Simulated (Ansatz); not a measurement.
PbO (WC-type structure)

Computed with Ansatz (plane waves, PAW, 500 eV cutoff): r²SCAN, scalar-relativistic, no spin polarisation, Γ-centred 12×12×10 mesh, 0.05 eV Gaussian smearing; PAW files: Ansatz's generated set soft_2.

```
Pb O
1.0
     3.52608    0.00000    0.00000
    -1.76304    3.05367    0.00000
     0.00000    0.00000    3.26706
Pb O
1 1
Direct
  0.00000 0.00000 0.00000
  0.66667 0.33333 0.50000
```

This is a trial structure; measured cells of the compound in the Crystallography Open Database are in space groups Pbcm, P4/nmm.

The cell is relaxed to zero pressure at this level.

Elastic constants come from the stress of slightly strained cells with relaxed atoms, in GPa, Voigt order xx, yy, zz, yz, xz, xy in the Cartesian frame of the vectors above.

```
 97.5 106.7  56.4   0.0   0.0   0.0
106.7  97.5  56.4   0.0   0.0   0.0
 56.4  56.4 239.9   0.0   0.0   0.0
  0.0   0.0   0.0   6.7   0.0   0.0
  0.0   0.0   0.0   0.0   6.7   0.0
  0.0   0.0   0.0   0.0   0.0  -4.6
```

Is the crystal mechanically stable, and what are its polycrystalline moduli?

Unstable: the tensor has an eigenvalue of -9.2 GPa, so some strain lowers the energy and averaged moduli mean nothing. This holds for the static lattice at 0 K; thermal motion can hold such a phase at higher temperature.

Run time: 2.7 min on 2 threads of Arm Neoverse V2, with other jobs on the host, peak memory 0.67 GiB.

Scalar-relativistic only: spin–orbit splittings of the heavy atoms' levels are missing. A displaced or strained copy of the relaxed cell lay 4.2 meV/atom lower, so the structure isn't a true minimum at this level.
